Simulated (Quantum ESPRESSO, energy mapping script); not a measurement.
# Spin model of MnS (Browneite) from collinear orders, part 2 of 2

Wanted: the magnetic order of MnS (Browneite), its couplings and an estimate of its ordering temperature, by PBE+U (4 eV), QE, GBRV.

PBE with U = 4 eV on Mn d, ortho-atomic projectors; plane waves, U on orthogonalised atomic orbitals unless named otherwise, collinear spin, no spin–orbit coupling.

So far. Step 3 (Order 2: compensated +−, cell A of 4 atoms): The run ends antiferromagnetic, 104.08 meV a magnetic atom below the parallel order of its cell. Step 4 (Run 3 (parallel; cell B, 4 atoms)): The run ends ferromagnetic. For each magnetic atom its energy differs from the parallel run of the first cell by -0.99 meV, an error that one common reference would have brought in.

### 5. Compensated +− start in cell B (4 atoms)

Level of this step: PBE with U = 4 eV on Mn d, ortho-atomic projectors, GBRV potentials (Quantum ESPRESSO).

This order reverses 6 of the 12 neighbours at 3.96 Å, 6 of the 6 neighbours at 5.60 Å and 12 of the 24 neighbours at 6.86 Å, counted for an average magnetic atom.

Input file pw.in:

```
&control
  calculation = 'scf'
  prefix = 'pw'
  outdir = './tmp/'
  pseudo_dir = './pseudo/'
  verbosity = 'low'
/
&system
  ibrav = 0
  nat = 4
  ntyp = 3
  ecutwfc = 45
  ecutrho = 360
  nbnd = 33
  occupations = 'smearing'
  smearing = 'fd'
  degauss = 0.00367493
  nspin = 2
  starting_magnetization(1) = 0.3000
  starting_magnetization(2) = -0.3000
/
&electrons
  conv_thr = 1.0e-08
  electron_maxstep = 120
  mixing_beta = 0.3
  mixing_mode = 'plain'
/
ATOMIC_SPECIES
  Mn1 54.9380 Mn.upf
  Mn2 54.9380 Mn.upf
  S 32.0600 S.upf
CELL_PARAMETERS angstrom
  0.00000000 -2.80000000 -2.80000000
  -2.80000000 0.00000000 -2.80000000
  2.80000000 2.80000000 -5.60000000
ATOMIC_POSITIONS crystal
  Mn1 0.50000000 0.50000000 0.50000000
  Mn2 0.00000000 0.00000000 0.00000000
  S 0.12500000 0.12500000 0.62500000
  S 0.62500000 0.62500000 0.12500000
K_POINTS automatic
  6 6 6 0 0 0
HUBBARD {ortho-atomic}
U Mn1-3d 4
U Mn2-3d 4
```

On the command line:

```bash
OMP_NUM_THREADS=1 mpirun -n 8 pw.x -nk 8 -in pw.in > pw.out
```

Log:

```text
[banner, memory and clock lines left out]
Program PWSCF v.7.5 starts
[...]
unit-cell volume          =     592.5578 (a.u.)^3
     number of atoms/cell      =            4
[...]
number of electrons       =        42.00
     number of Kohn-Sham states=           33
     kinetic-energy cutoff     =      45.0000  Ry
     charge density cutoff     =     360.0000  Ry
[...]
The total energy is F=E-TS. E is the sum of the following terms:
     one-electron contribution =    -315.56560584 Ry
     hartree contribution      =     168.66517653 Ry
     xc contribution           =     -70.42468100 Ry
     ewald contribution        =    -253.43760863 Ry
     Hubbard energy            =       0.09565970 Ry
     total magnetization       =    -0.00 Bohr mag/cell
     absolute magnetization    =     9.72 Bohr mag/cell
     convergence has been achieved in  12 iterations
[key lines of the parts left out:]
!    total energy              =    -470.66705924 Ry
the Fermi energy is     7.6586 ev
```

The job ended after 18 s (8 MPI ranks of Arm Neoverse V2, shared host; peak memory 1.1 GiB; 2.3 min of CPU time).

The run ends antiferromagnetic, 80.04 meV a magnetic atom below the parallel order of its cell.

### 6. Order 5: parallel, cell C of 6 atoms

The parallel order again, as the reference for this cell.

Input file pw.in:

```
&control
  calculation = 'scf'
  prefix = 'pw'
  outdir = './tmp/'
  pseudo_dir = './pseudo/'
  verbosity = 'low'
/
&system
  ibrav = 0
  nat = 6
  ntyp = 2
  ecutwfc = 45
  ecutrho = 360
  nbnd = 54
  occupations = 'smearing'
  smearing = 'fd'
  degauss = 0.00367493
  nspin = 2
  starting_magnetization(1) = 0.3000
/
&electrons
  conv_thr = 1.5e-08
  electron_maxstep = 120
  mixing_beta = 0.3
  mixing_mode = 'plain'
/
ATOMIC_SPECIES
  Mn 54.9380 Mn.upf
  S 32.0600 S.upf
CELL_PARAMETERS angstrom
  0.00000000 -2.80000000 -2.80000000
  -5.60000000 0.00000000 0.00000000
  2.80000000 5.60000000 -2.80000000
ATOMIC_POSITIONS crystal
  Mn 0.66666667 0.66666667 0.33333333
  Mn 0.33333333 0.33333333 0.66666667
  Mn 0.00000000 0.00000000 0.00000000
  S 0.16666667 0.41666667 0.33333333
  S 0.83333333 0.08333333 0.66666667
  S 0.50000000 0.75000000 0.00000000
K_POINTS automatic
  6 6 6 0 0 0
HUBBARD {ortho-atomic}
U Mn-3d 4
```

Log:

```text
[banner, memory and clock lines left out]
Program PWSCF v.7.5 starts
[...]
unit-cell volume          =     888.8366 (a.u.)^3
     number of atoms/cell      =            6
[...]
number of electrons       =        63.00
     number of Kohn-Sham states=           54
     kinetic-energy cutoff     =      45.0000  Ry
     charge density cutoff     =     360.0000  Ry
[...]
The total energy is F=E-TS. E is the sum of the following terms:
     one-electron contribution =    -473.24366418 Ry
     hartree contribution      =     252.96774101 Ry
     xc contribution           =    -105.67695641 Ry
     ewald contribution        =    -380.15641294 Ry
     Hubbard energy            =       0.12626061 Ry
     total magnetization       =    15.00 Bohr mag/cell
     absolute magnetization    =    15.00 Bohr mag/cell
     convergence has been achieved in  11 iterations
[key lines of the parts left out:]
!    total energy              =    -705.98303192 Ry
the Fermi energy is     7.7956 ev
```

Wall time 60 s (8 MPI ranks); peak memory 1.6 GiB.

The run ends ferromagnetic. For each magnetic atom its energy differs from the parallel run of the first cell by -1.40 meV, an error that one common reference would have brought in.

### 7. Uncompensated ++− start in cell C (6 atoms)

This order reverses 6.67 of the 12 neighbours at 3.96 Å, 2.67 of the 6 neighbours at 5.60 Å and 8 of the 24 neighbours at 6.86 Å, counted for an average magnetic atom.

Changes to pw.in since step 6:

```diff
@@ -10,6 +10,6 @@
   nat = 6
-  ntyp = 2
+  ntyp = 3
   ecutwfc = 45
   ecutrho = 360
-  nbnd = 54
+  nbnd = 49
   occupations = 'smearing'
@@ -19,2 +19,3 @@
   starting_magnetization(1) = 0.3000
+  starting_magnetization(2) = -0.3000
 /
@@ -27,3 +28,4 @@
 ATOMIC_SPECIES
-  Mn 54.9380 Mn.upf
+  Mn1 54.9380 Mn.upf
+  Mn2 54.9380 Mn.upf
   S 32.0600 S.upf
@@ -34,5 +36,5 @@
 ATOMIC_POSITIONS crystal
-  Mn 0.66666667 0.66666667 0.33333333
-  Mn 0.33333333 0.33333333 0.66666667
-  Mn 0.00000000 0.00000000 0.00000000
+  Mn1 0.66666667 0.66666667 0.33333333
+  Mn1 0.33333333 0.33333333 0.66666667
+  Mn2 0.00000000 0.00000000 0.00000000
   S 0.16666667 0.41666667 0.33333333
@@ -43,2 +45,3 @@
 HUBBARD {ortho-atomic}
-U Mn-3d 4
+U Mn1-3d 4
+U Mn2-3d 4
```

Log:

```text
[banner, memory and clock lines left out]
Program PWSCF v.7.5 starts
[...]
unit-cell volume          =     888.8366 (a.u.)^3
     number of atoms/cell      =            6
[...]
number of electrons       =        63.00
     number of Kohn-Sham states=           49
     kinetic-energy cutoff     =      45.0000  Ry
     charge density cutoff     =     360.0000  Ry
[...]
The total energy is F=E-TS. E is the sum of the following terms:
     one-electron contribution =    -473.36559864 Ry
     hartree contribution      =     253.00634218 Ry
     xc contribution           =    -105.63242170 Ry
     ewald contribution        =    -380.15641294 Ry
     Hubbard energy            =       0.14551756 Ry
     total magnetization       =     5.00 Bohr mag/cell
     absolute magnetization    =    14.54 Bohr mag/cell
     convergence has been achieved in  12 iterations
[key lines of the parts left out:]
!    total energy              =    -706.00257354 Ry
the Fermi energy is     7.7680 ev
```

It took 61 s on 8 MPI ranks; peak memory 1.6 GiB.

The run ends ferrimagnetic, 88.63 meV a magnetic atom below the parallel order of its cell.

### 8. Run 7 (parallel; cell D, 6 atoms)

The parallel order again, as the reference for this cell.

This run holds the same structure in another cell (b 5.600 → 3.960 Å, c 6.859 → 9.699 Å, α 114.1 → 90.0°, β 106.8 → 90.0°, γ 90.0 → 120.0°).

Input file pw.in:

```
&control
  calculation = 'scf'
  prefix = 'pw'
  outdir = './tmp/'
  pseudo_dir = './pseudo/'
  verbosity = 'low'
/
&system
  ibrav = 0
  nat = 6
  ntyp = 2
  ecutwfc = 45
  ecutrho = 360
  nbnd = 54
  occupations = 'smearing'
  smearing = 'fd'
  degauss = 0.00367493
  nspin = 2
  starting_magnetization(1) = 0.3000
/
&electrons
  conv_thr = 1.5e-08
  electron_maxstep = 120
  mixing_beta = 0.3
  mixing_mode = 'plain'
/
ATOMIC_SPECIES
  Mn 54.9380 Mn.upf
  S 32.0600 S.upf
CELL_PARAMETERS angstrom
  0.00000000 2.80000000 2.80000000
  -2.80000000 0.00000000 -2.80000000
  -5.60000000 -5.60000000 5.60000000
ATOMIC_POSITIONS crystal
  Mn 0.00000000 0.00000000 0.00000000
  Mn 0.33333333 0.66666667 0.66666667
  Mn 0.66666667 0.33333333 0.33333333
  S 0.33333333 0.66666667 0.91666667
  S 0.66666667 0.33333333 0.58333333
  S 0.00000000 0.00000000 0.25000000
K_POINTS automatic
  6 6 3 0 0 0
HUBBARD {ortho-atomic}
U Mn-3d 4
```

Log:

```text
[banner, memory and clock lines left out]
Program PWSCF v.7.5 starts
[...]
unit-cell volume          =     888.8366 (a.u.)^3
     number of atoms/cell      =            6
[...]
number of electrons       =        63.00
     number of Kohn-Sham states=           54
     kinetic-energy cutoff     =      45.0000  Ry
     charge density cutoff     =     360.0000  Ry
[...]
The total energy is F=E-TS. E is the sum of the following terms:
     one-electron contribution =    -473.24481716 Ry
     hartree contribution      =     252.96938108 Ry
     xc contribution           =    -105.67733676 Ry
     ewald contribution        =    -380.15641294 Ry
     Hubbard energy            =       0.12625136 Ry
     total magnetization       =    15.00 Bohr mag/cell
     absolute magnetization    =    15.00 Bohr mag/cell
     convergence has been achieved in  11 iterations
[key lines of the parts left out:]
!    total energy              =    -705.98293442 Ry
the Fermi energy is     7.7989 ev
```

It took 28 s on 8 MPI ranks; peak memory 1.2 GiB.

The run ends ferromagnetic. For each magnetic atom its energy differs from the parallel run of the first cell by -0.96 meV, an error that one common reference would have brought in.

### 9. Run 8 (uncompensated ++−; cell D, 6 atoms)

This order reverses 4 of the 12 neighbours at 3.96 Å, 4 of the 6 neighbours at 5.60 Å and 12 of the 24 neighbours at 6.86 Å, counted for an average magnetic atom.

Changes to pw.in since step 8:

```diff
@@ -10,6 +10,6 @@
   nat = 6
-  ntyp = 2
+  ntyp = 3
   ecutwfc = 45
   ecutrho = 360
-  nbnd = 54
+  nbnd = 49
   occupations = 'smearing'
@@ -19,2 +19,3 @@
   starting_magnetization(1) = 0.3000
+  starting_magnetization(2) = -0.3000
 /
@@ -27,3 +28,4 @@
 ATOMIC_SPECIES
-  Mn 54.9380 Mn.upf
+  Mn1 54.9380 Mn.upf
+  Mn2 54.9380 Mn.upf
   S 32.0600 S.upf
@@ -34,5 +36,5 @@
 ATOMIC_POSITIONS crystal
-  Mn 0.00000000 0.00000000 0.00000000
-  Mn 0.33333333 0.66666667 0.66666667
-  Mn 0.66666667 0.33333333 0.33333333
+  Mn1 0.00000000 0.00000000 0.00000000
+  Mn1 0.33333333 0.66666667 0.66666667
+  Mn2 0.66666667 0.33333333 0.33333333
   S 0.33333333 0.66666667 0.91666667
@@ -43,2 +45,3 @@
 HUBBARD {ortho-atomic}
-U Mn-3d 4
+U Mn1-3d 4
+U Mn2-3d 4
```

Log:

```text
[banner, memory and clock lines left out]
Program PWSCF v.7.5 starts
[...]
unit-cell volume          =     888.8366 (a.u.)^3
     number of atoms/cell      =            6
[...]
number of electrons       =        63.00
     number of Kohn-Sham states=           49
     kinetic-energy cutoff     =      45.0000  Ry
     charge density cutoff     =     360.0000  Ry
[...]
The total energy is F=E-TS. E is the sum of the following terms:
     one-electron contribution =    -473.31694430 Ry
     hartree contribution      =     252.98970558 Ry
     xc contribution           =    -105.64945393 Ry
     ewald contribution        =    -380.15641294 Ry
     Hubbard energy            =       0.13815571 Ry
     total magnetization       =     5.00 Bohr mag/cell
     absolute magnetization    =    14.70 Bohr mag/cell
     convergence has been achieved in  11 iterations
[key lines of the parts left out:]
!    total energy              =    -705.99494988 Ry
the Fermi energy is     7.7770 ev
```

The job ended after 26 s (8 MPI ranks; peak memory 1.2 GiB).

The run ends ferrimagnetic, 54.49 meV a magnetic atom below the parallel order of its cell.

### 10. Run 9 (parallel; cell E, 6 atoms)

The parallel order again, as the reference for this cell.

This run holds the same structure in another cell (c 9.699 → 8.854 Å, α 90.0 → 102.9°, β 90.0 → 102.9°, γ 120.0 → 90.0°).

Input file pw.in:

```
&control
  calculation = 'scf'
  prefix = 'pw'
  outdir = './tmp/'
  pseudo_dir = './pseudo/'
  verbosity = 'low'
/
&system
  ibrav = 0
  nat = 6
  ntyp = 2
  ecutwfc = 45
  ecutrho = 360
  nbnd = 54
  occupations = 'smearing'
  smearing = 'fd'
  degauss = 0.00367493
  nspin = 2
  starting_magnetization(1) = 0.3000
/
&electrons
  conv_thr = 1.5e-08
  electron_maxstep = 120
  mixing_beta = 0.3
  mixing_mode = 'plain'
/
ATOMIC_SPECIES
  Mn 54.9380 Mn.upf
  S 32.0600 S.upf
CELL_PARAMETERS angstrom
  0.00000000 2.80000000 2.80000000
  0.00000000 2.80000000 -2.80000000
  -8.40000000 -2.80000000 0.00000000
ATOMIC_POSITIONS crystal
  Mn 0.00000000 0.00000000 0.00000000
  Mn 0.33333333 0.33333333 0.66666667
  Mn 0.66666667 0.66666667 0.33333333
  S 0.41666667 0.91666667 0.83333333
  S 0.75000000 0.25000000 0.50000000
  S 0.08333333 0.58333333 0.16666667
K_POINTS automatic
  6 6 6 0 0 0
HUBBARD {ortho-atomic}
U Mn-3d 4
```

Log:

```text
[banner, memory and clock lines left out]
Program PWSCF v.7.5 starts
[...]
unit-cell volume          =     888.8366 (a.u.)^3
     number of atoms/cell      =            6
[...]
number of electrons       =        63.00
     number of Kohn-Sham states=           54
     kinetic-energy cutoff     =      45.0000  Ry
     charge density cutoff     =     360.0000  Ry
[...]
The total energy is F=E-TS. E is the sum of the following terms:
     one-electron contribution =    -473.24397802 Ry
     hartree contribution      =     252.96824067 Ry
     xc contribution           =    -105.67709713 Ry
     ewald contribution        =    -380.15641294 Ry
     Hubbard energy            =       0.12625730 Ry
     total magnetization       =    15.00 Bohr mag/cell
     absolute magnetization    =    15.00 Bohr mag/cell
     convergence has been achieved in  11 iterations
[key lines of the parts left out:]
!    total energy              =    -705.98299012 Ry
the Fermi energy is     7.7936 ev
```

The job ended after 38 s (8 MPI ranks; peak memory 1.4 GiB).

The run ends ferromagnetic. For each magnetic atom its energy differs from the parallel run of the first cell by -1.21 meV, an error that one common reference would have brought in.

### 11. Uncompensated ++− start in cell E (6 atoms)

This order reverses 5.33 of the 12 neighbours at 3.96 Å, 1.33 of the 6 neighbours at 5.60 Å and 16 of the 24 neighbours at 6.86 Å, counted for an average magnetic atom.

Changes to pw.in since step 10:

```diff
@@ -10,6 +10,6 @@
   nat = 6
-  ntyp = 2
+  ntyp = 3
   ecutwfc = 45
   ecutrho = 360
-  nbnd = 54
+  nbnd = 49
   occupations = 'smearing'
@@ -19,2 +19,3 @@
   starting_magnetization(1) = 0.3000
+  starting_magnetization(2) = -0.3000
 /
@@ -27,3 +28,4 @@
 ATOMIC_SPECIES
-  Mn 54.9380 Mn.upf
+  Mn1 54.9380 Mn.upf
+  Mn2 54.9380 Mn.upf
   S 32.0600 S.upf
@@ -34,5 +36,5 @@
 ATOMIC_POSITIONS crystal
-  Mn 0.00000000 0.00000000 0.00000000
-  Mn 0.33333333 0.33333333 0.66666667
-  Mn 0.66666667 0.66666667 0.33333333
+  Mn1 0.00000000 0.00000000 0.00000000
+  Mn1 0.33333333 0.33333333 0.66666667
+  Mn2 0.66666667 0.66666667 0.33333333
   S 0.41666667 0.91666667 0.83333333
@@ -43,2 +45,3 @@
 HUBBARD {ortho-atomic}
-U Mn-3d 4
+U Mn1-3d 4
+U Mn2-3d 4
```

Log:

```text
[banner, memory and clock lines left out]
Program PWSCF v.7.5 starts
[...]
unit-cell volume          =     888.8366 (a.u.)^3
     number of atoms/cell      =            6
[...]
number of electrons       =        63.00
     number of Kohn-Sham states=           49
     kinetic-energy cutoff     =      45.0000  Ry
     charge density cutoff     =     360.0000  Ry
[...]
The total energy is F=E-TS. E is the sum of the following terms:
     one-electron contribution =    -473.34138589 Ry
     hartree contribution      =     252.99843249 Ry
     xc contribution           =    -105.64112618 Ry
     ewald contribution        =    -380.15641294 Ry
     Hubbard energy            =       0.14180251 Ry
     total magnetization       =     5.00 Bohr mag/cell
     absolute magnetization    =    14.63 Bohr mag/cell
     convergence has been achieved in  11 iterations
[key lines of the parts left out:]
!    total energy              =    -705.99869001 Ry
the Fermi energy is     7.5441 ev
```

Elapsed: 45 s, on 8 MPI ranks; peak memory 1.4 GiB.

The run ends ferrimagnetic, 71.20 meV a magnetic atom below the parallel order of its cell.

### 12. Mapping onto a Heisenberg model

Each energy difference is a sum of couplings weighted by the pairs that the order reverses. A few near shells are fitted to the differences by least squares. Energies are those extrapolated to zero occupation width, not the free energies F.

The orders side by side; each is measured from the parallel order in the same cell and on the same mesh:

```tsv
order	atoms	energy (meV a magnetic atom)	moments (μB)	moments kept as typed	opposed neighbours at 3.96, 5.60, 6.86 Å
parallel in cell A	4	0.00	4.36	yes	0, 0, 0
compensated +− in cell A	4	-104.08	4.29	yes	8, 0, 16
parallel in cell B	4	0.00	4.36	yes	0, 0, 0
compensated +− in cell B	4	-80.04	4.31	yes	6, 6, 12
parallel in cell C	6	0.00	4.36	yes	0, 0, 0
uncompensated ++− in cell C	6	-88.63	4.27 to 4.32	yes	6.67, 2.67, 8
parallel in cell D	6	0.00	4.36	yes	0, 0, 0
uncompensated ++− in cell D	6	-54.49	4.31 to 4.34	yes	4, 4, 12
parallel in cell E	6	0.00	4.36	yes	0, 0, 0
uncompensated ++− in cell E	6	-71.20	4.29 to 4.33	yes	5.33, 1.33, 16
```

The Heisenberg fit (each pair counts twice, positive J is ferromagnetic):

```tsv
pair	distance (Å)	neighbours	J (meV)
Mn–Mn	3.96	12	-6.47
Mn–Mn	5.60	6	-0.183
Mn–Mn	6.86	24	-0.0373
```

Adding the shell at 7.92 Å gives -6.4, -0.17, -0.032 and -0.10 meV and a mean-field temperature of 198 K.

In mean field these couplings order at 195 K, and give a Curie–Weiss temperature of -616 K.

### 13. Ordering temperature by Monte Carlo

Mean field ignores fluctuations and overstates the ordering temperature, so the model is also sampled. The heat capacity peaks where order sets in.

Classical unit spins with these couplings on 8×8×4 copies of a cell that holds the lowest order (512 spins), heat-bath sweeps, cooled from random directions, 1009 sweeps to settle and 3027 measured at each temperature, averaged over 8 runs.

```tsv
T (K)	order along the lowest pattern	net moment	heat capacity (k_B a spin)
23.4	0.13	0.01	1.00
40.0	0.20	0.01	1.08
65.0	0.20	0.01	1.77
81.6	0.12	0.01	1.08
98.2	0.10	0.01	0.86
123	0.08	0.02	0.65
140	0.07	0.02	0.57
156	0.07	0.02	0.48
173	0.07	0.02	0.43
198	0.06	0.02	0.37
215	0.06	0.02	0.32
```

The smoothed heat capacity peaks at 62.4 K. The order column follows one pattern alone; equivalent domains or another pattern share the rest.

### 14. Summary of results

| Property | Result |
| --- | --- |
| lowest order tried | compensated +− in cell A |
| largest fitted value, Mn–Mn at 3.96 Å | -6.47 meV |
| ordering temperature, mean field | 195 K |
| heat-capacity peak, Monte Carlo | 62.4 K |

In words: Of the orders tried, MnS (Browneite) prefers the order “compensated +− in cell A” under PBE+U (4 eV), QE, GBRV, with 8 of 12 neighbours at 3.96 Å, 0 of 6 neighbours at 5.60 Å and 16 of 24 neighbours at 6.86 Å opposed, and the heat capacity of the fitted model peaks near 62 K (Monte Carlo, classical spins). The model's best pattern is not among the orders that were run. The largest fitted coupling is the Mn–Mn pair at 3.96 Å, antiferromagnetic at -6.5 meV, across a ligand at about 109°. The orders also reverse pairs at 7.92 Å, which are not fitted, so the fitted values hold their part too. With 5 differences for 3 couplings the fit misses by 0.78 meV at most, a small part of the spread. In the fitted orders moments change by up to 2.2 % against the parallel run of the same cell, so their size stays put. Monte Carlo puts the peak at 0.32 of the mean-field temperature, low enough to point to frustration or weakly coupled layers or chains. In tests on simple cubic and body-centred models such peaks lay 5 to 6 % under the bulk value. On cooling, the order along the one computed pattern stays at or under 0.25: the model settles in an equivalent domain, a degenerate mixture or another order. The Curie–Weiss temperature is 9.9 times the peak temperature in size, a mark of frustration. The parallel order holds 5 μB a magnetic atom, spin 2.5; the common factor (S+1)/S would raise the classical 62.4 K to 87.4 K, a correction that often overshoots.

[Logs and program files are shortened in this print: banners, set-up blocks, solver, clock and traceback lines can be left out without a mark of their own.]

[Logs are printed without paths, hosts, clocks, repeated set-up lines and the standing remarks that a program may print on its own settings, such as how far it seeks lower states.]

[Hosts, paths, dates, database ids (printed as entryN), source tags and the programs' standing remarks are cut or masked in the printed files.]

[Where a cell is said to come from a database of computed structures, the database is the Materials Project.]
